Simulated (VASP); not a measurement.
# The (1 0 0) face of Sc6Te2Os in VASP

Aim: model the (1 0 0) face of Sc6Te2Os by a slab and find how far its highest filled level lies below the vacuum. The start is a cell from a database of measured crystal structures.

Main program and level: VASP 6.6.1; PBE, no spin polarisation; plane waves and PAW (Sc_sv, Os, Te).

This is a report of a sequence of runs, with most program output left out.

### 1. Set-up

The cell holds 12 atoms: 8 Sc, 2 Os and 2 Te. Cell: a = 3.864 Å, b = 7.627 Å, c = 21.605 Å, α = 90.0°, β = 90.0°, γ = 90.0°. It derives from Sc6Te2Os. The (1 0 0) slab of Sc6Te2Os, cut from the database cell. Vacuum lies along c.

As a file:

```xyz
12
Lattice="3.8640 0.0000 0.0000 0.0000 7.6270 0.0000 0.0000 0.0000 21.6052" Properties=species:S:1:pos:R:3
Sc    1.9320    0.8588    7.5000
Sc    0.0000    5.6333    7.5000
Sc    0.0000    2.9036    9.0760
Sc    1.9320    5.2909   10.0588
Sc    1.9320    1.4774   11.5463
Sc    0.0000    6.7171   12.5292
Sc    1.9320    4.6723   14.1052
Sc    0.0000    1.8198   14.1052
Os    1.9320    3.8135    7.5000
Os    1.9320    0.0000   14.1052
Te    0.0000    0.0000    9.7017
Te    0.0000    3.8135   11.9035
```

### 2. Surface relaxation

The free atoms relax, while those held by selective dynamics keep their cut positions.

The input, INCAR:

```
SYSTEM = Sc4TeOs
PREC = Normal
ENCUT = 300
EDIFF = 1E-05
NELM = 120
ISMEAR = 0
SIGMA = 0.05
LREAL = .FALSE.
ALGO = Fast
GGA = PE
NBANDS = 71
LORBIT = 11
LWAVE = .FALSE.
LCHARG = .FALSE.
NCORE = 2
IBRION = 2
NSW = 40
ISIF = 2
EDIFFG = -0.03
POTIM = 0.4
MAXMIX = 40
IDIPOL = 3
LDIPOL = .TRUE.
DIPOL = 0.5 0.5 0.5
```

The input, POSCAR:

```
Sc4TeOs
1.0
    3.8640000000      0.0000000000      0.0000000000
    0.0000000000      7.6270018383      0.0000000000
    0.0000000000      0.0000000000     21.6051773467
Sc Os Te
8 2 2
Selective dynamics
Direct
    0.5000000000      0.1126000000      0.3471390200  F F F
    0.0000000000      0.7386000000      0.3471390200  F F F
    0.0000000000      0.3807000000      0.4200842800  F F F
    0.5000000000      0.6937000000      0.4655757100  F F F
    0.5000000000      0.1937000000      0.5344242900  T T T
    0.0000000000      0.8807000000      0.5799157200  T T T
    0.5000000000      0.6126000000      0.6528609800  T T T
    0.0000000000      0.2386000000      0.6528609800  T T T
    0.5000000000      0.5000000000      0.3471390200  F F F
    0.5000000000      0.0000000000      0.6528609800  T T T
    0.0000000000      0.0000000000      0.4490463400  F F F
    0.0000000000      0.5000000000      0.5509536600  T T T
```

The input, KPOINTS:

```
Automatic mesh
0
Gamma
4 2 1
0 0 0
```

Potentials, in the order of the species: Sc_sv, Os and Te (PBE family, release 64).

The run is started by

```
> mpirun -np 2 vasp_std
```

The job ended after 10 min (2 MPI ranks of AMD EPYC 7R43, shared host; peak memory 0.37 GiB).

This run has no spin polarisation, so a moment on Os, if there is one, isn't seen. LASPH is off, so gradient terms of the non-spherical density inside the spheres are left out; for open d or f shells this can shift gaps and moments. The run keeps the 2 symmetry operations of its start, so it cannot find a distortion of lower symmetry.

Relaxation path (22 of 25):

```csv
step,energy less that of the first step (eV),largest force (eV/Å)
1,0.0000,1.6017
2,-0.1579,1.1214
3,-0.2566,0.7870
4,-0.2579,0.9390
6,-0.4070,0.3822
7,-0.4311,0.2178
8,-0.4325,0.1918
9,-0.4396,0.1502
10,-0.4418,0.1420
11,-0.4420,0.1416
12,-0.4455,0.0863
14,-0.4483,0.0523
15,-0.4484,0.0502
16,-0.4487,0.0624
17,-0.4498,0.0597
18,-0.4506,0.0841
19,-0.4525,0.1410
20,-0.4496,0.0847
22,-0.4496,0.0777
23,-0.4497,0.0595
24,-0.4499,0.0348
25,-0.4501,0.0190
```

The atoms that moved most (Å):

```csv
atom,dx,dy,dz,length
Sc8,0.000,-0.095,0.347,0.360
Os10,0.000,0.074,-0.222,0.234
Sc5,0.000,0.002,0.161,0.161
Sc7,0.000,0.103,-0.007,0.104
Te12,0.000,-0.036,0.049,0.061
Sc6,0.000,-0.019,0.007,0.021
```

The relaxed structure:

```
Sc Os Te
1.0
     3.86400    0.00000    0.00000
     0.00000    7.62700    0.00000
     0.00000    0.00000   21.60518
Sc Os Te
8 2 2
Cartesian
  1.9320 0.8588 7.5000
  0.0000 5.6333 7.5000
  0.0000 2.9036 9.0760
  1.9320 5.2909 10.0588
  1.9320 1.4794 11.7071
  0.0000 6.6977 12.5359
  1.9320 4.7757 14.0982
  0.0000 1.7251 14.4522
  1.9320 3.8135 7.5000
  1.9320 0.0744 13.8832
  0.0000 0.0000 9.7017
  0.0000 3.7773 11.9520
```

This step gave:

```
electronic cycles                               : 244
electrons                                       : 116
free energy (TOTEN)                             : -79.9809 eV
energy at zero smearing                         : -79.9693 eV
Fermi energy                                    : 0.3637 eV
labelled metallic, from the levels on this mesh : yes
dipole moment                                   : 0, 0, -0.03784 e·Å
```

The run ended after 25 ionic steps, 0.450 eV below its first step, once the forces on the free atoms met EDIFFG = -0.03.

Only the dipole across the slab is computed (IDIPOL = 3); zeros along the plane are no results.

VASP counts the dipole in electrons times Å, so a positive number points the physical dipole along −c.

### 3. Potential and states of the slab

A static run writes the electrostatic potential without exchange and correlation (LVHAR), which is flat in the vacuum and gives the level to count from. The dipole correction cancels the field that unlike faces would set up across the vacuum.

The input, INCAR:

```
SYSTEM = Sc4TeOs
PREC = Normal
ENCUT = 300
EDIFF = 1E-06
NELM = 120
ISMEAR = 0
SIGMA = 0.05
LREAL = .FALSE.
ALGO = Fast
GGA = PE
NBANDS = 87
LORBIT = 11
LWAVE = .FALSE.
LCHARG = .TRUE.
IDIPOL = 3
LDIPOL = .TRUE.
DIPOL = 0.5 0.5 0.501
LVHAR = .TRUE.
LVACPOTAV = .TRUE.
LELF = .TRUE.
NEDOS = 1500
```

The input, POSCAR:

```
Sc4TeOs
1.0
    3.8640000000      0.0000000000      0.0000000000
    0.0000000000      7.6270018383      0.0000000000
    0.0000000000      0.0000000000     21.6051773467
Sc Os Te
8 2 2
Direct
    0.5000000000      0.1126000000      0.3471390200
    0.0000000000      0.7386000000      0.3471390200
    0.0000000000      0.3807000000      0.4200842800
    0.5000000000      0.6937000000      0.4655757100
    0.5000000000      0.1939712157      0.5418647176
    0.0000000000      0.8781523962      0.5802281028
    0.5000000000      0.6261588671      0.6525357976
    0.0000000000      0.2261865376      0.6689241685
    0.5000000000      0.5000000000      0.3471390200
    0.5000000000      0.0097547155      0.6425870286
    0.0000000000      0.0000000000      0.4490463400
    0.0000000000      0.4952523134      0.5532016724
```

KPOINTS is that of step 2.

The run is started by

```
> mpirun -np 2 vasp_std
```

Elapsed: 2 min, on 2 MPI ranks; peak memory 0.37 GiB; 4 min of CPU time.

Numbers from this step:

```yaml
electronic_cycles: 32
fermi_energy: 0.3646 eV
dos_at_the_fermi_level: 18.33 states/eV/cell
dipole_moment: 0, 0, -0.03792 e·Å
vacuum_levels: 3.948, 4.181 eV
work_functions_of_the_upper_and_lower_face: 3.583, 3.816 eV
```

The density of states has structure finer than the step of the table below, so its rows give means over 1 eV, whole bins alone (the curve runs from -12.0 to 5.91 eV). Peaks (eV: height): total -1.8: 28.4, 1.6: 30.7, 1.8: 29.6, 2.3: 26.5; Sc s -5.3: 0.989, -4.4: 0.951, -1.9: 0.949, -0.9: 0.840; Sc p -3.3: 0.623, -1.9: 0.701, -0.5: 0.712, -0.2: 0.612; Sc d 1.1: 14.2, 1.6: 21.1, 1.8: 20.2, 2.4: 18.1; Os s -4.4: 0.720, -3.6: 1.66, -3.3: 3.12, -2.8: 2.01.

Means over bins of 0.079 eV. Table of density of states by energy, zero at the Fermi level; means over each step; 7 of 9 lines; values in states/eV/cell:

```csv
energy (eV),total,Sc s,Sc p,Sc d,Os s,Os p,Os d
-7,0,0,0,0,0,0,0
-6,1.41,0.131,0.0306,0.0433,0.0257,0.00205,0.00330
-5,4.96,0.390,0.161,0.220,0.103,0.0109,0.0234
-4,6.13,0.279,0.228,0.505,0.409,0.0107,0.0688
-3,4.29,0.145,0.201,0.663,0.797,0.0159,0.841
-2,18.1,0.483,0.442,3.14,0.0723,0.123,9.52
-1,7.18,0.349,0.224,1.90,0.0700,0.188,1.33
0,13.5,0.257,0.428,5.59,0.0758,0.342,1.15
1,17.4,0.205,0.321,10.3,0.0322,0.383,0.845
2,23.3,0.272,0.345,15.9,0.0338,0.318,1.13
3,12.0,0.178,0.185,8.05,0.0139,0.107,0.971
4,0,0,0,0,0,0,0
```

Zero at the Fermi level. The planar average of the electrostatic potential by height:

height (Å), planar average of the electrostatic potential (eV) and a bar from the least value:
```
      0.0        3.7 ##############################
      0.5        3.8 ##############################
      1.0        3.8 ##############################
      1.5        3.8 ##############################
      2.0        3.8 ##############################
      2.5        3.8 ##############################
      3.0        3.8 ##############################
      3.5        3.8 ##############################
      4.0        3.8 ##############################
      4.5        3.8 ##############################
      5.0        3.6 ##############################
      5.5        3.3 #############################
      6.0        2.4 ###########################
      6.5       -0.2 ######################
      7.0       -5.2 ############
      7.5       -7.9 ######
      8.0       -5.9 ##########
      8.5       -3.0 ################
      9.0       -5.3 ############
      9.5      -10.2 ##
     10.0       -9.5 ###
     10.5       -4.1 ##############
     11.0       -2.9 ################
     11.5       -8.0 ######
     12.0      -11.0 
     12.5       -7.4 #######
     13.0       -3.3 ################
     13.5       -4.9 ############
     14.0       -7.3 ########
     14.5       -5.9 ##########
     15.0       -1.7 ###################
     15.5        1.5 #########################
     16.0        2.8 ############################
     16.5        3.3 #############################
     17.0        3.5 #############################
     17.5        3.6 #############################
     18.0        3.6 ##############################
     18.5        3.6 ##############################
     19.0        3.6 ##############################
     19.5        3.6 ##############################
     20.0        3.6 ##############################
     20.5        3.6 ##############################
     21.0        3.6 ##############################
```

Density of states in the PAW spheres, an atom over height of the layer and energy from the Fermi level.

Values in states/eV, 22 rows by 10 columns, each cell a mean:
```
1.03 0.59 0.10 0.69 0.54 0.10 0.68 0.40 1.36 0.75
1.06 0.47 0.13 0.95 0.60 0.12 0.55 0.69 1.41 0.68
0.78 0.49 0.12 0.66 0.56 0.11 0.48 0.73 0.69 0.47
0.54 0.29 0.09 0.36 0.34 0.10 0.35 0.60 0.56 0.39
0.34 0.22 0.03 0.10 0.08 0.05 0.12 0.26 0.21 0.14
1.91 0.67 0.07 0.32 0.36 0.08 0.38 2.65 0.14 0.29
2.50 0.95 0.15 0.50 0.72 0.12 0.81 6.50 0.22 0.73
0.81 0.34 0.43 0.25 0.45 0.44 0.70 4.15 0.24 0.60
0.35 0.14 0.11 0.10 0.14 0.12 0.22 1.27 0.13 0.22
0.19 0.09 0.09 0.05 0.06 0.09 0.15 0.68 0.06 0.15
0.24 0.13 0.13 0.06 0.07 0.15 0.15 0.58 0.06 0.16
0.12 0.12 0.76 0.14 0.14 0.83 0.13 0.20 0.09 0.08
0.12 0.14 1.17 0.20 0.20 1.24 0.15 0.13 0.14 0.09
0.10 0.14 0.93 0.16 0.15 0.88 0.14 0.11 0.12 0.06
0.06 0.10 0.61 0.12 0.12 0.56 0.10 0.06 0.07 0.03
0.06 0.09 0.62 0.14 0.14 0.58 0.10 0.07 0.06 0.03
0.02 0.03 0.21 0.06 0.06 0.20 0.04 0.03 0.02 0.01
0.00 0.00 0.00 0.00 0.00 0.00 0.00 0.00 0.00 0.00
0.00 0.00 0.00 0.00 0.00 0.00 0.00 0.00 0.00 0.00
0.00 0.00 0.00 0.00 0.00 0.00 0.00 0.00 0.00 0.00
0.00 0.00 0.00 0.00 0.00 0.00 0.00 0.00 0.00 0.00
0.00 0.00 0.00 0.00 0.00 0.00 0.00 0.00 0.00 0.00
```
Columns: height of the layer (Å) from 7.5 to 14.5 (not evenly spaced); rows upwards: energy from the Fermi level (eV) from -7.9 to 0.5.

Force by atom:

```csv
atom,x (eV/Å),y (eV/Å),z (eV/Å),size
Sc1,0.00,0.26,0.05,0.27
Sc2,0.00,-0.45,-0.90,1.00
Sc3,0.00,0.32,-0.88,0.93
Sc4,0.00,-0.22,-0.55,0.59
Sc5,0.00,-0.01,0.01,0.01
Sc6,0.00,-0.01,0.01,0.01
Sc7,0.00,0.01,0.00,0.01
Sc8,0.00,0.00,0.01,0.01
Os9,0.00,0.04,1.89,1.89
Os10,0.00,0.00,0.01,0.01
Te11,0.00,0.06,0.33,0.33
Te12,0.00,-0.01,0.02,0.02
```

Valence density in the cb plane at fractional x = 0.000, with atoms of Sc and Te within 0.2 Å of it. It is the smooth field of the valence electrons, not physical close to the nuclei.

Values in units of 1e0 e/Å³, 11 rows by 16 columns, each cell a mean:
```
0.0 0.0 0.0 0.0 0.0 0.0 0.0 0.1 0.2 0.3 0.4 0.3 3.4 1.2 0.1 0.0
0.0 0.0 0.0 0.0 0.0 0.0 0.1 1.0 0.3 0.3 0.3 0.3 5.6 2.0 0.1 0.0
0.0 0.0 0.0 0.0 0.0 0.0 0.3 6.2 1.5 0.1 0.1 0.1 0.7 0.3 0.1 0.0
0.0 0.0 0.0 0.0 0.0 0.0 0.2 3.2 0.8 0.1 0.1 0.2 0.3 0.1 0.1 0.0
0.0 0.0 0.0 0.0 0.0 0.0 0.1 0.2 0.2 0.1 0.2 0.4 0.4 0.2 0.1 0.0
0.0 0.0 0.0 0.0 0.0 0.0 0.0 0.1 0.5 1.1 0.2 0.3 0.1 0.3 0.1 0.0
0.0 0.0 0.0 0.0 0.0 0.0 0.0 0.1 2.1 6.0 0.3 0.4 0.4 0.2 0.1 0.1
0.0 0.0 0.0 0.0 0.0 0.0 0.0 0.1 0.9 2.7 0.2 0.2 0.2 0.2 2.6 0.7
0.0 0.0 0.0 0.0 0.0 0.0 0.0 0.1 0.1 0.2 0.1 0.1 0.1 0.3 6.4 1.7
0.0 0.0 0.0 0.0 0.0 0.0 0.0 0.1 0.2 0.4 0.4 0.1 0.1 0.2 1.3 0.3
0.0 0.0 0.0 0.0 0.0 0.0 0.0 0.1 0.3 0.2 0.3 0.2 0.2 0.2 0.2 0.1
```
Columns run along c (16.0 Å, from fractional 0.00 to 0.74 of the cell), rows up along b (7.6 Å). Atoms in or near the plane, at fractional coordinates: Sc at (0.35, 0.74), Sc at (0.42, 0.38), Sc at (0.58, 0.88), Sc at (0.67, 0.23), Te at (0.45, 0.00), Te at (0.55, 0.50).

Electrostatic potential energy in the cb plane at fractional x = 0.000, with atoms of Sc and Te within 0.2 Å of it. With pseudopotentials it is smooth inside the atoms' cores, unlike the true potential.

Ten even steps from '0' (-51 eV) to '9' (5 eV), each cell a mean:
```
99999999983000068875557899999999999999999999
99999888886100488864346899999999999999999999
99998777888767888754345899999999999999999999
99987545688999999865456899999999999999999999
99986433578999999887678999999999999999999999
99986433579999999988889999999999999999999999
99987555689999999888899999999999999999999999
99998777899999998633689999999999999999999999
99999999999999985000168999999999999999999999
99999999987788983000048999999999999999999999
99999999865567884000058999999999999999999999
99999999753356886200378998999999999999999999
99999998753346898756789887788999999999999999
99999999764457899988998765568899999999999999
99999999876678999999998643457899999999999999
99999999988889999999998643357899999999999999
99999999998888899999998754467899999999999999
99999999997523689999999876678999999999999999
99999999984000179999999998899999999999999999
99999999972000058987788999999999999999999999
```
Columns run along c (16.0 Å, from fractional 0.24 to 0.98 of the cell; values clipped at the 3rd and 97th percentile), rows up along b (7.6 Å). Atoms in or near the plane, at fractional coordinates: Sc at (0.35, 0.74), Sc at (0.42, 0.38), Sc at (0.58, 0.88), Sc at (0.67, 0.23), Te at (0.45, 0.00), Te at (0.55, 0.50).

ELF in the cb plane at fractional x = 0.000, with atoms of Sc and Te within 0.2 Å of it. It is the smooth field of the valence electrons, not physical close to the nuclei.

Ten even steps from '0' (0.00) to '9' (0.84), each cell a mean:
```
00000000020002357876434799779982268741234322
00000000000001244432112689999961489972133321
00000000301001121102431268999741599982134332
00000000000000010026886126776531278851245443
00000000000000000058998313444321124321466653
00000000000000000048998314543334432224677765
00000000000000000025775125654467887655567776
00000000000000011101221135555689999975457777
00000000000000011222222222235799889985457888
00000000000000011233332112214898658986446888
00000000003100001223321478732799768985334667
00000000000120001223211799951599999974211233
00000000000010001233312799951379999851123100
00000000001000012334321588730246776511478620
00000000001000123455531133211234443202899850
00000000004101234566654222344433333213899950
00000000000001246777654567888754344421588730
00000000002112357887654689999975444432134200
00000000000012468998645799889985321233221111
00000000000012468998645898668984112112333321
```
Columns run along c (16.0 Å, from fractional 0.00 to 0.74 of the cell), rows up along b (7.6 Å). Atoms in or near the plane, at fractional coordinates: Sc at (0.35, 0.74), Sc at (0.42, 0.38), Sc at (0.58, 0.88), Sc at (0.67, 0.23), Te at (0.45, 0.00), Te at (0.55, 0.50).

The density of states holds every band computed, so its fall toward the upper end of the range is no gap.

The map of layer states is cut here 0.5 eV above the Fermi level, so it leaves out the states above that.

The vacuum level lies 3.58 eV above the Fermi level at the upper face; the two faces differ by 0.23 eV, the step that the slab's dipole of -0.038 e·Å makes.

VASP counts the dipole in electrons times Å, so a positive number points the physical dipole along −c.

The program found no field-free point at its default tolerance, but its printed level agrees with the flat part of the planar average.

On this mesh the fine structure of the density of states is sampling noise, and high empty states may be cut by the number of bands.

### 4. Derived quantities

This step: slab, PBE; plane waves and PAW (VASP 6.6.1).

Derived from the runs above.

### 5. What came out

```json
{
 "work function of the slab": "3.58 eV"
}
```

The work function is 3.58 eV at the upper face and 3.82 eV at the lower, which was held as cut. The slab's composition differs from the bulk's (Sc6Te2Os). The atom that ends on top (Sc) moved outwards by 0.35 Å. Spin-orbit coupling is left out, which matters for the heavy elements here. The cell in the plane was kept as given and was not relaxed here.

[Lines on the potential files, build, host, timing and source positions are cut from VASP's logs without a mark.]

[Logs are printed without paths, hosts, clocks, repeated set-up lines and the standing remarks that a program may print on its own settings, such as how far it seeks lower states.]

[Hosts, paths, dates, database ids (printed as entryN), source tags and the programs' standing remarks are cut or masked in the printed files.]

[In band tables of VASP the shares of atoms and orbitals are scaled to a sum of 1 inside the atoms' spheres.]

[Runs that stopped without an error message from VASP are left out.]
